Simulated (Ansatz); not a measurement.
**C under pressure**

Computed with Ansatz, DFT PBE+D3(BJ), scalar-relativistic, plane waves, PAW. Plane waves to 420 eV; Γ-centred k mesh 18×18×18; Gaussian smearing of 0.02 eV. No spin polarisation. Phonons by linear response, acoustic sum rule imposed.

Equilibrium structure at this level:
```cif
data_structure
_symmetry_space_group_name_H-M 'Fmmm'
_symmetry_Int_Tables_number 69
_cell_length_a 2.4655
_cell_length_b 4.2683
_cell_length_c 6.7928
_cell_angle_alpha 90.000
_cell_angle_beta 90.000
_cell_angle_gamma 90.000
_cell_volume 71.48
loop_
_atom_site_label
_atom_site_type_symbol
_atom_site_symmetry_multiplicity
_atom_site_Wyckoff_symbol
_atom_site_fract_x
_atom_site_fract_y
_atom_site_fract_z
_atom_site_occupancy
C1 C 8 h 0.50000 0.66669 0.00000 1
```

Optical modes at Γ (cm⁻¹) at zero pressure: 867, 1535, 1576.

Problem. Under hydrostatic pressure the same modes lie at 863, 1563, 1584 cm⁻¹. What is the pressure, and how much has the cell shrunk?

Solution. 3 GPa; the volume is 6.3 % smaller.

This form isn't the element's structure at ambient conditions.